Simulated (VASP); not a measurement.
**Ag under changes of volume**

One of the cells (17.389 Å³/atom); the others are scaled copies at fixed shape and fractional positions:

```xyz
1
Lattice="0.0000 2.0563 2.0563 2.0563 0.0000 2.0563 2.0563 2.0563 0.0000" Properties=species:S:1:pos:R:3 pbc="T T T"
Ag    0.0000    0.0000    0.0000
```

* Program: VASP 6.6.1
* Functional: PBE
* Potentials or basis: VASP PAW PBE potentials, release 64 (Ag)
* Cutoff: 520 eV
* k mesh: 11 × 11 × 11
* Occupations: fermi-dirac, width 0.05 eV
* Spin: no spin polarisation

| volume (Å³/atom) | energy over the lowest point (meV/atom) | pressure (GPa) |
| --- | --- | --- |
| 16.025 | 61.65 | 12.7 |
| 16.366 | 38.00 | 9.5 |
| 16.707 | ? | ? |
| 17.389 | 2.47 | 2.1 |
| 17.730 | 0.00 | 0.3 |
| 18.071 | 1.20 | -1.4 |

Q: What does the run at 16.707 Å³/atom give?

A: Energy over the lowest point 20.75 meV/atom; pressure 6.7 GPa.

Worked out: A Birch-Murnaghan fit of order 3 (a polynomial in V^(-2/3)) to the other rows has its minimum at 17.78 Å³/atom with B0 = V·E''(V) = 88 GPa and B' = 6.4. It gives 20.79 meV/atom at 16.707 Å³/atom, against the run's 20.75, and -dE/dV = 6.7 GPa, against 6.7.

Energies are extrapolated to zero smearing.
